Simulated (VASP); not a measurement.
A run of VASP 6.6.1:

POSCAR

```
YN
1.0
    0.0000000000      2.4385000000      2.4385000000
    2.4385000000      0.0000000000      2.4385000000
    2.4385000000      2.4385000000      0.0000000000
Y N
1 1
Direct
    0.0000000000      0.0000000000      0.0000000000
    0.5000000000      0.5000000000      0.5000000000
```

The input INCAR.step1:

```
SYSTEM = YN
ALGO = Normal
EDIFF = 1E-5
ENCUT = 520
GGA = PE
GGA_COMPAT = .FALSE.
ISIF = 2
ISMEAR = 0
LASPH = .TRUE.
LCHARG = .FALSE.
LMAXMIX = 4
LORBIT = 11
LREAL = .FALSE.
LSORBIT = .TRUE.
LWAVE = .TRUE.
MAGMOM = 0 0 0 0 0 0
NBANDS = 28
NELM = 60
PREC = Accurate
SIGMA = 0.02
```

INCAR.step2

```
SYSTEM = YN
ALGO = Normal
EDIFF = 1E-6
ENCUT = 520
GGA = PE
GGA_COMPAT = .FALSE.
HFSCREEN = 0.2
ISIF = 2
ISMEAR = 0
ISTART = 1
LASPH = .TRUE.
LCHARG = .FALSE.
LHFCALC = .TRUE.
LMAXMIX = 4
LORBIT = 11
LREAL = .FALSE.
LSORBIT = .TRUE.
LWAVE = .FALSE.
MAGMOM = 0 0 0 0 0 0
NBANDS = 28
NELM = 60
PREC = Accurate
PRECFOCK = Fast
SIGMA = 0.02
```

File KPOINTS:

```
k-points
0
G
  6 6 6
  0 0 0
```

Potentials or basis: VASP PAW PBE potentials, release 64 (Y_sv, N).

Launch:

```console
$ cat potpaw_PBE.64/Y_sv/POTCAR potpaw_PBE.64/N/POTCAR > POTCAR
$ cp INCAR.step1 INCAR
$ mpirun -np 1 vasp_ncl > vasp.out
$ cp INCAR.step2 INCAR
$ mpirun -np 1 vasp_ncl > vasp.out
```

Hardware: 1 thread of Intel(R) Xeon(R) Platinum 8488C (Sapphire Rapids), with other jobs on the host.

**Question.** Estimate the wall time of this run.

**Answer.** Run time: 56 min on 1 thread of Intel(R) Xeon(R) Platinum 8488C (Sapphire Rapids) (shared host), peak memory 0.36 GiB. Counts: scf iterations 10, k points 16.
